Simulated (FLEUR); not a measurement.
MgSi: equation of state with r2SCAN

MgSi:

```xyz
4
Lattice="1.5025 -5.4260 0.0000 1.5025 5.4260 0.0000 0.0000 0.0000 4.3402" Properties=species:S:1:pos:R:3 pbc="T T T"
Si    1.5025   -0.7666    3.2551
Si    1.5025    0.7666    1.0850
Mg    1.5025    3.5987    1.0850
Mg    1.5025   -3.5987    3.2551
```

The cell comes from a database or a generator and needn't be the stable form of this composition.

```yaml
Program: FLEUR MaX-R8.1 (later development tree)
Task: equation of state
Functional: r2SCAN
Potentials_or_basis: all-electron
Basis: FLAPW
Kmax: 4.36 1/bohr
k_mesh: 9 × 9 × 6
Occupations: fermi-dirac, width 0.05 eV
Spin: no spin polarisation
Gmax: 13.5 1/bohr
Muffin-tin_radii: Si 2.25, Mg 2.55 bohr
lmax: Si 9, Mg 10
lnonsphr: Si 9, Mg 10
Local_orbitals_a_species: Si 4, Mg 5
```

```json
{
 "Equilibrium volume": "17.37 Å³/atom",
 "Bulk modulus at fixed shape and positions": "64 GPa"
}
```

Energy against volume, from the lowest point:
| volume (Å³/atom) | energy (meV/atom) |
| --- | --- |
| 16.630 | 5.71 |
| 16.984 | 0.62 |
| 17.692 | 0.00 |
| 18.400 | 9.86 |
| 18.754 | 18.04 |

Caveat: the meta-GGA is that of a development version, with a GGA for the radial functions and cores and without core tails; the cell was scaled at fixed shape and fractional positions, which overstates the stiffness of a crystal with free parameters, most of all of layers and chains.
